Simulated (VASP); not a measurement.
Runs of VASP 6.6.1 on BaTiO3. The structure is cubic, space group Pm-3m (No. 221). The conventional cell has a = 4.006 Å, b = 4.006 Å, c = 4.006 Å, α = 90.00°, β = 90.00°, γ = 90.00°. Ba (site symmetry m-3m) is surrounded by 12 O at 2.83 Å. Ti (site symmetry m-3m) has 6 O at 2.00 Å as nearest neighbours. O (site symmetry 4/mmm) has 2 Ti at 2.00 Å as nearest neighbours. 

```csv
level,potentials or basis,gap on the mesh (eV),pressure (GPa),relaxed volume (Å³/atom)
LDA,"VASP PAW LDA potentials, release 64 (Ba_sv, Ti_sv, O)",1.73,-0.1,12.33
r2SCAN,"VASP PAW PBE potentials, release 64 (Ba_sv, Ti_sv, O)",2.13,0.0,12.87
PBE+D3(BJ),"VASP PAW PBE potentials, release 64 (Ba_sv, Ti_sv, O)",(a),0.0,12.85
PBE,"VASP PAW PBE potentials, release 64 (Ba_sv, Ti_sv, O)",1.70,0.0,13.11
PBEsol,"VASP PAW PBE potentials, release 64 (Ba_sv, Ti_sv, O)",1.73,0.0,12.64
RPBE,"VASP PAW PBE potentials, release 64 (Ba_sv, Ti_sv, O)",(b),0.0,13.46
```

Alike in all rows: task relaxation of cell and atoms; no spin polarisation; cell relaxed; k mesh 8 × 8 × 8; cutoff (eV) 600; smearing gaussian 0.03 eV.

Problem. Estimate the missing entries.

Solution. (a) 1.74; (b) 1.68.

Caveats: spin-orbit coupling is left out, which moves the levels of the heavy elements; the PAW data sets were made with another functional, which shifts forces and pressure a little (some runs).

A k mesh can miss the band edges, and the runs leave out spin-orbit coupling on Ba.

Not every run made on this cell is shown here.
